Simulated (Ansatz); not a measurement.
Clean, relaxed (001) surface of WC, space group P-6m2 (No. 187) (top face towards +c; atoms held fixed, by place in the list: 1, 2, 3):

```xyz
6
Lattice="2.8984 0.0000 0.0000 -1.4492 2.5101 0.0000 0.0000 0.0000 24.0690" Properties=species:S:1:pos:R:3 pbc="T T T"
C     1.4492    0.8367    8.5000
W     0.0000    0.0000    9.9138
C     1.4492    0.8367   11.3276
W     0.0000    0.0000   12.7356
C     1.4492    0.8367   14.1789
W     0.0000    0.0000   15.5302
```

These are results of DFT PBEsol, scalar-relativistic, plane waves, PAW in Ansatz, not measurements. Cutoff 420 eV; k points 12×12×1 on the computed 6-atom cell (Γ-centred); Gaussian smearing, width 0.10 eV; no spin polarisation. The cell repeats along c with a dipole correction in the vacuum.

C (atom) is put at the bridge (W-W) at (0.50, 0.00) site, one adsorbate per 7.3 Å², and relaxed. The adsorption energy is E(slab + adsorbate) − E(slab) − E(free adsorbate, spin-polarised where open-shell). Heights count from the highest slab atom after relaxation. Bonded neighbours lie within 1.25 times the sum of covalent radii (1.35 for H) and, on that scale, within 12 % of the closest. With the adsorbate the cell is lengthened along c to keep the vacuum.

(1) How strongly does it bind, and where does its anchoring atom end?

(2) How high does its anchoring atom sit over the highest slab atom, and what is the shortest contact with the surface?

(3) The clean face has a work function of 5.08 eV. How does the adsorbate change it?

Each end is the local minimum or symmetric point that its start leads to. The slab is only 7.1 Å thick, so the energies aren't converged with thickness.

The adsorbed runs have no spin polarisation, so weakly bound open-shell ends lie too high.

Answers

(1) -7.40 eV; at (0.67, 0.33), 3 bonded neighbours (W).

(2) 1.10 Å; C–W 2.00 Å.

(3) By +1.24 eV.